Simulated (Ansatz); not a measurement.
## What a change of settings does: NaH (zincblende type)

First run: DFT, r2SCAN, all-electron PAW with datasets made for the crystal, scalar-relativistic (Ansatz 0.2.0).

Command: `ansatz run input.yaml --threads 1 --pin off --max-ram 2048MiB --backend cpu --events-out ev --progress --plain --runs-dir out` It took 24 s on 1 thread of Intel(R) Xeon(R) Platinum 8259CL CPU @ 2.50GHz (Skylake/Cascade Lake), with other jobs on the host, peak memory 0.52 GiB.

```yaml
crystal:
  lattice:
    - [0.0, 1.9131620544, 1.9131620544]
    - [1.9131620544, 0.0, 1.9131620544]
    - [1.9131620544, 1.9131620544, 0.0]
  atoms:
    - { symbol: Na, position: [0.0, 0.0, 0.0] }
    - { symbol: H, position: [0.25, 0.25, 0.25] }
kpoints:
  mp_grid: { grid: [16, 16, 16] }
scf:
  occupations: { method: fermi_dirac, width: 0.1 }
hamiltonian:
  xc: r2scan
  pseudopotentials: { kind: all_electron, datasets: crystal }
output:
  forces: true
  stress: true
  eigenvalues: true
```

The cell comes from a relaxation on PAW files under the same functional, begun from a prototype that needn't be the stable phase.

This run: volume at 0.4 of the series' base cell.

It converges in 7 SCF iterations at a pressure of 91.6 GPa.

The input is then changed:

```diff
 kpoints:
-  mp_grid: { grid: [16, 16, 16] }
+  mp_grid: { grid: [13, 13, 13], shift: [0.5, 0.5, 0.5] }
 scf:
```

Q: What does the second run give?

A: It converges in 7 SCF iterations at a pressure of 91.6 GPa, free energy 0.0 meV/atom against the first run's. The settings are coarser than usual, but the energy hardly moved.
